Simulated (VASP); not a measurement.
A run of VASP 6.6.1:

Contents of INCAR:

```
SYSTEM = TiH
PREC = Accurate ; ENCUT = 520
EDIFF = 1E-6 ; ISMEAR = 0
SIGMA = 0.15 ; LREAL = .FALSE.
LASPH = .TRUE. ; NELM = 100
ALGO = Normal ; ISIF = 2
LWAVE = .FALSE. ; LCHARG = .TRUE.
GGA = PS ; LELF = .TRUE.
LVHAR = .TRUE. ; NBANDS = 14
```

Contents of KPOINTS:

```
Automatic mesh
0
G
  20 20 20
  0 0 0
```

File POSCAR:

```
TiH
1.0
    0.0000000000      2.0270063034      2.0270063034
    2.0270063034      0.0000000000      2.0270063034
    2.0270063034      2.0270063034      0.0000000000
Ti H
1 1
Direct
    0.0000000000      0.0000000000      0.0000000000
    0.5000000000      0.5000000000      0.5000000000
```

Potentials or basis: VASP PAW PBE potentials, release 64 (Ti_sv, H).

Command:

```bash
$ cat potpaw_PBE.64/Ti_sv/POTCAR potpaw_PBE.64/H/POTCAR > POTCAR
$ mpirun -np 1 vasp_std > vasp.out
```

Hardware: 1 thread of Intel(R) Xeon(R) 6975P-C (Granite Rapids) (shared host).

**Question.** How long does it take, and how much memory?

**Answer.** Run time: 16 s on 1 thread of Intel(R) Xeon(R) 6975P-C (Granite Rapids) (shared host), peak memory 0.18 GiB. Counts: scf iterations 12, k points 256.
